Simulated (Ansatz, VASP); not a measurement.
# B in VASP and in Ansatz

```xyz
1
Lattice="1.7024 0.0000 0.0000 -0.8512 1.4744 0.0000 0.0000 0.0000 3.6354" Properties=species:S:1:pos:R:3 pbc="T T T"
B     0.0000    0.0000    0.0000
```

This isn't the form of B at room conditions, which is rhombohedral.

Alike in both runs: task single point; functional PBEsol; k mesh 36 × 36 × 14; occupations gaussian, width 0.15 eV; no spin polarisation.

|  | VASP | Ansatz |
| --- | --- | --- |
| version | VASP 6.6.1 | Ansatz 0.2.0 |
| potentials or method | VASP PAW PBE potentials, release 64 (B) | scalar-relativistic, plane waves, PAW |
| plane-wave cutoff (eV) | 520 | 420 |
| valence electrons in the cell | 3 | 3 |

```tsv
	VASP	Ansatz	Ansatz less VASP
gap on the k mesh at the Fermi level (eV)	none	none	-
pressure (GPa)	1.9	1.7	-0.20
largest component of the traceless stress (GPa)	2.67	2.39	-0.285
```

A gap of «none» marks a metal or a gap that the smearing closes.

Caveats: the PAW data sets were made with another functional, which shifts forces and pressure a little (VASP).
